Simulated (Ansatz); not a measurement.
**Relaxing GePt**

Computed with DFT PBE, scalar-relativistic, plane waves, PAW in Ansatz 0.2.0. Run with 420 eV cutoff, 8×8×8 k-mesh, Gaussian smearing of 0.10 eV, no spin polarisation.

What was changed: 8 of 8 Ni sites taken by Pt, cell and atoms relaxed.

Spin–orbit coupling is left out, which can shift energies with elements as heavy as these.

Command:

```bash
ansatz run input.yaml --threads 2 --pin off --max-ram 5120MiB --backend cpu --events-out ev --progress --plain --runs-dir out
```

Input:

```yaml
crystal:
  lattice:
    - [-5.8292201979, 3.7438195433, 0.0]
    - [5.8292201979, 3.7438195433, 0.0]
    - [0.0, -3.7438195433, -6.1892658531]
  atoms:
    - { symbol: Pt, position: [0.7774287284, 0.7795814133, 0.8070101418] }
    - { symbol: Pt, position: [0.2774287284, 0.2795814133, 0.8070101418] }
    - { symbol: Pt, position: [0.7225712716, 0.7204185867, 0.1929898582] }
    - { symbol: Pt, position: [0.2225712716, 0.2204185867, 0.1929898582] }
    - { symbol: Pt, position: [0.5295814133, 0.0274287284, 0.3070101418] }
    - { symbol: Pt, position: [0.0295814133, 0.5274287284, 0.3070101418] }
    - { symbol: Pt, position: [0.9704185867, 0.4725712716, 0.6929898582] }
    - { symbol: Pt, position: [0.4704185867, 0.9725712716, 0.6929898582] }
    - { symbol: Ge, position: [0.6746059634, 0.4879867413, 0.4125927047] }
    - { symbol: Ge, position: [0.1746059634, 0.9879867413, 0.4125927047] }
    - { symbol: Ge, position: [0.8253940366, 0.0120132587, 0.5874072953] }
    - { symbol: Ge, position: [0.3253940366, 0.5120132587, 0.5874072953] }
    - { symbol: Ge, position: [0.7379867413, 0.4246059634, 0.9125927047] }
    - { symbol: Ge, position: [0.2379867413, 0.9246059634, 0.9125927047] }
    - { symbol: Ge, position: [0.7620132587, 0.0753940366, 0.0874072953] }
    - { symbol: Ge, position: [0.2620132587, 0.5753940366, 0.0874072953] }
basis:
  ecutwfc: 420
kpoints:
  mp_grid: { grid: [8, 8, 8] }
hamiltonian:
  xc: pbe
scf:
  occupations: { method: gaussian, width: 0.1 }
output:
  forces: true
  stress: true
  eigenvalues: true
relax:
  adjacent_minimum: "off"
  f_tol: 0.015
  max_steps: 60
  cell: { stress_tol: 0.15 }
```

F is the free energy. Steps run on the plane waves of an earlier cell, but the last one, and at times one on the way, on a freshly chosen basis, so a repeated geometry can differ a little in energy.

Steps:

| step | F − F(1) (eV) | largest force component (eV/Å) | V (Å³/atom) | P (GPa) |
| --- | --- | --- | --- | --- |
| 1 | 0.0000 | 0.028 | 16.884 | -0.07 |
| 2 | -0.0013 | 0.028 | 16.846 | 0.15 |
| 3 | -0.0021 | 0.003 | 16.871 | -0.02 |
| 4 | -0.0020 | 0.003 | 16.871 | -0.01 |

Relaxed structure:

```cif
data_structure
_symmetry_space_group_name_H-M 'P 1'
_symmetry_Int_Tables_number 1
_cell_length_a 6.9291
_cell_length_b 6.9291
_cell_length_c 7.2243
_cell_angle_alpha 106.373
_cell_angle_beta 106.373
_cell_angle_gamma 114.343
_cell_volume 269.94
loop_
_atom_site_label
_atom_site_type_symbol
_atom_site_fract_x
_atom_site_fract_y
_atom_site_fract_z
_atom_site_occupancy
Pt1 Pt 0.77788 0.77975 0.80763 1
Pt2 Pt 0.27788 0.27975 0.80763 1
Pt3 Pt 0.72212 0.72025 0.19237 1
Pt4 Pt 0.22212 0.22025 0.19237 1
Pt5 Pt 0.52975 0.02788 0.30763 1
Pt6 Pt 0.02975 0.52788 0.30763 1
Pt7 Pt 0.97025 0.47212 0.69237 1
Pt8 Pt 0.47025 0.97212 0.69237 1
Ge1 Ge 0.67397 0.48764 0.41160 1
Ge2 Ge 0.17397 0.98764 0.41160 1
Ge3 Ge 0.82603 0.01236 0.58840 1
Ge4 Ge 0.32603 0.51236 0.58840 1
Ge5 Ge 0.73764 0.42397 0.91160 1
Ge6 Ge 0.23764 0.92397 0.91160 1
Ge7 Ge 0.76236 0.07603 0.08840 1
Ge8 Ge 0.26236 0.57603 0.08840 1
```

The structure is orthorhombic, space group Pnma (No. 62). Conventional cell: a = 5.823 Å, b = 3.756 Å, c = 6.171 Å, α = 90.00°, β = 90.00°, γ = 90.00°. Pt (site symmetry m) has 6 Ge at 2.51 to 2.70 Å as nearest neighbours. Ge (site symmetry m) is surrounded by 6 Pt at 2.51 to 2.70 Å.

The run converged. It took 5.1 min on 2 threads of Oxide Virtual Turin-like Processor (Zen 5), with other jobs on the host, peak memory 2.7 GiB.